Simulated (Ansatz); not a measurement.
Relaxed LaAlO3 (R-3c-perovskite type, space group R-3c):

```
LaAlO3
1.0
    2.70622     1.56244     4.39751
   -2.70622     1.56244     4.39751
    0.00000    -3.12488     4.39751
La Al O
2 2 6
Direct
  0.25000   0.25000   0.25000
  0.75000   0.75000   0.75000
  0.00000   0.00000   0.00000
  0.50000   0.50000   0.50000
  0.78870   0.71130   0.25000
  0.25000   0.78870   0.71130
  0.71130   0.25000   0.78870
  0.21130   0.28870   0.75000
  0.75000   0.21130   0.28870
  0.28870   0.75000   0.21130
```

A phonon eigenvector at Γ is frozen into this cell: atom i moves by Q times the vector below, so Q is the largest atomic displacement, in Å. The cell is held. It is one choice among 2 degenerate patterns.

| atom | x | y | z |
|---|---|---|---|
| La1 | 0.000 | 0.041 | 0.000 |
| La2 | 0.000 | 0.041 | 0.000 |
| Al3 | 0.077 | -0.112 | 0.000 |
| Al4 | -0.077 | -0.112 | 0.000 |
| O5 | 0.000 | 0.520 | -0.854 |
| O6 | 0.500 | -0.345 | 0.427 |
| O7 | -0.500 | -0.345 | 0.427 |
| O8 | 0.000 | 0.520 | -0.854 |
| O9 | 0.500 | -0.345 | 0.427 |
| O10 | -0.500 | -0.345 | 0.427 |

Method: PBE (plane waves to 420 eV, PAW, scalar-relativistic; Ansatz, an electronic-structure program). k mesh 8×8×8 (Γ-centred), Fermi-Dirac smearing 0.05 eV. The energy includes the smearing's −TS. LaAlO3 is run without spin polarisation. LaAlO3 was relaxed with its symmetry unable to fall. The PAW data are Ansatz's earlier set. The zero of ΔE is the undisplaced structure.

```csv
Q (Å),ΔE (meV/cell)
-0.180,349
-0.150,withheld
-0.120,152
-0.090,85
-0.060,38
-0.030,9
0.000,0
0.030,9
0.060,38
0.090,85
0.120,152
0.150,withheld
0.180,349
```

Question: Fit an even polynomial form (powers 2, 4) to the given rows and predict ΔE at Q = 0.150.

Answer: Least squares on the 11 given rows: ΔE = (10400)·Q² + (11460)·Q⁴, in meV/cell with Q in Å; root-mean-square residual 0.2 meV/cell. At 0.150 the fit gives 240 meV/cell; the calculation gives 240 meV/cell, the same to the digits shown. The quadratic term alone would give 234 meV/cell.

(A displaced cell: forces are minus the slopes of the energy, force constants its curvatures, and phonons follow from these.)
